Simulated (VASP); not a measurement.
A run of VASP 6.6.1 is set up as follows.

INCAR

```
SYSTEM = EuO
ALGO = Fast ; EDIFF = 1E-7
ENCUT = 520 ; GGA = PS
ISIF = 2 ; ISMEAR = 0
ISPIN = 2 ; LASPH = .True.
LCHARG = .True. ; LELF = .True.
LMAXMIX = 6 ; LORBIT = 11
LREAL = .False. ; LVHAR = .True.
LWAVE = .False. ; MAGMOM = 7 0
NELM = 150 ; PREC = Accurate
SIGMA = 0.1
```

The input KPOINTS:

```
k-points
0
Gamma
  9 9 9
  0 0 0
```

POSCAR

```
EuO
3.6373
    0.000000000000      0.707104170676      0.707104170676
    0.707104170676      0.000000000000      0.707104170676
    0.707104170676      0.707104170676      0.000000000000
Eu O
1 1
Direct
    0.0000000000      0.0000000000      0.0000000000
    0.5000000000      0.5000000000      0.5000000000
```

Potentials or basis: VASP PAW PBE potentials, release 64 (Eu, O).

The run is started by

```bash
$ cat potpaw_PBE.64/Eu/POTCAR potpaw_PBE.64/O/POTCAR > POTCAR
$ mpirun -np 1 vasp_std > vasp.out
```

(1) Predict the net moment.

(2) What does it give for the site moments?

## Answers

(1) 6.96 μB per cell.

(2) Eu +6.59; O -0.10 μB.

Caveat: spin-orbit coupling is left out, which moves the levels of the heavy elements; a cell with one magnetic atom can't hold antiferromagnetic order, which such compounds often take; without U or exact exchange the open f shell lies at the Fermi level, which spoils levels, moments and volumes.

The gap isn't set beside the measured one, since this odd mesh misses points on the zone boundary.
